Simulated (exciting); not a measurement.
Here is an exciting (release sodium) calculation.

The input input.xml:

```xml
<input>
  <title>Li</title>
  <structure speciespath="./" tshift="false">
    <crystal scale="1">
      <basevect>-3.315807944575 3.315807944575 3.315807944575</basevect>
      <basevect>3.315807944575 -3.315807944575 3.315807944575</basevect>
      <basevect>3.315807944575 3.315807944575 -3.315807944575</basevect>
    </crystal>
    <species speciesfile="Li.xml" rmt="1.7">
      <atom coord="0.000000000000 0.000000000000 0.000000000000"/>
    </species>
  </structure>
  <groundstate do="fromscratch" ngridk="11 11 11" rgkmax="7" gmaxvr="14" lmaxapw="10" lmaxmat="10" lmaxvr="8" xctype="GGA_PBE" stype="Gaussian" swidth="0.00062474" nempty="8" ValenceRelativity="zora" epsengy="1e-05" epspot="1e-05" maxscl="60" tforce="true" outputlevel="high"/>
</input>
```

Potentials or basis: all-electron LAPW+lo, shipped species files, valence relativity zora.

The run is started by

```console
$ OMP_NUM_THREADS=1 exciting_smp
```

Problem. Estimate the band gap on the k mesh.

Solution. None (metal or under the smearing width).
